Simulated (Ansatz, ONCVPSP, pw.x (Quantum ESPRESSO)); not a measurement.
## Equation-of-state test of one ONCV potential (Ta (Z = 73))

Ta, optimised norm-conserving Vanderbilt (ONCV), made with ONCVPSP 4.0.1.1 (patched build) (LDA (Perdew-Wang 92), scalar-relativistic). Core [Xe] 4f14, reference 5d3 6s2. Waves: 6s: rc 2.30 bohr, ncon 4, nbas 8, qcut 2.3 1/bohr, 1 projector; p scattering state at 0.24 Ha: rc 2.25 bohr, ncon 3, nbas 6, qcut 3.2 1/bohr, 1 projector; 5d: rc 2.10 bohr, ncon 5, nbas 8, qcut 5.1 1/bohr, 1 projector. Local part: polynomial inside 1.40 bohr (lpopt 4, dvloc0 0 Ha). Core correction: Teter function, fcfact 5.25, rcfact 1.65.

Crystal test: bcc Ta in pw.x 7.5, no spin, 14³ k-points, Fermi–Dirac smearing 0.01 Ry, cutoffs 55/220 Ry. The reference is all-electron LAPW (Ansatz 0.2.0) with the same functional, mesh and smearing; V0 and B0 come from Birch–Murnaghan fits to the pressures at five volumes. Errors are pseudo minus all-electron; Δ is the rms difference of the E(V) curves that follow from these fits, minima aligned, over ±6 % about the mean V0. Mesh and smearing are coarse, so the numbers serve the comparison and aren't converged zero-temperature values; the lattice is a test structure that the element need not adopt.

```tsv
V (Å³/atom)	P all-electron (GPa)	P pseudo (GPa)
16.272	13.97	75.36
16.700	7.30	67.82
17.128	1.38	61.00
17.556	-3.88	54.83
17.984	-8.54	49.24
```

All-electron: a0 = 3.255 Å (V0 = 17.24 Å³/atom), B0 = 217.7 GPa.

Pseudopotential: mean pressure error (GPa): +59.60. The pressure does not cross zero within the volumes sampled, so no fit is given. This is a poor potential for the solid. Note: ghosts flagged at negative energy: s at -78.7 eV, p at -16.2 eV; no localised positive-energy state flagged. A true bound ghost makes a file unfit for plane-wave use. Atomic configuration tests: 1 of 4 tests not solved or not reliable.

Q: At the middle volume, how do free energy and pressure move when the wave cutoff is lowered (ecutrho kept at four times it)?

A:

```json
{"cutoff (Ry)": "25", "shift of F (meV/atom)": "+224.0", "shift of P (GPa)": "-5.37"}
{"cutoff (Ry)": "33", "shift of F (meV/atom)": "+106.0", "shift of P (GPa)": "+2.44"}
{"cutoff (Ry)": "44", "shift of F (meV/atom)": "+78.7", "shift of P (GPa)": "+1.25"}
```

The run at the middle volume (104 k-points, 8 iterations) took about 15 s on one core of a shared host (Neoverse-N1, 64 threads, 124 GiB, load 59).
